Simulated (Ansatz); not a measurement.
MnO:

```
Mn O
1.0
     0.00000    2.22391    2.22391
     2.22391    0.00000    2.22391
     2.22391    2.22391    0.00000
Mn O
1 1
Cartesian
  0.0000 0.0000 0.0000
  2.2239 2.2239 2.2239
```

The cell is a database's computed one.

Base run:

- Program: Ansatz 0.2.0
- Functional: PBEsol
- Potentials or basis: all-electron LAPW, scalar-relativistic
- Cutoff: 324 eV (chosen from the basis error)
- Basis error allowed: 0.001 eV/atom
- k mesh: 10 × 10 × 10
- Occupations: fermi-dirac, width 0.05 eV
- Spin: collinear spin, ferromagnetic start
- Starting moments: [4.0, 0.0] μB

Its results: pressure -7.1 GPa; net moment 4.77 μB per cell; site moments Mn +4.31; O +0.23 μB.

Q: The run is repeated on the same cell with these changes: functional from PBEsol to PBE. What comes out?

A: Pressure 0.1 GPa; net moment 4.79 μB per cell; site moments Mn +4.34; O +0.24 μB.

PBE binds less tightly than PBEsol, so the same cell stands under more pressure.

Caveats: a cell with one magnetic atom can't hold antiferromagnetic order, which such compounds often take.
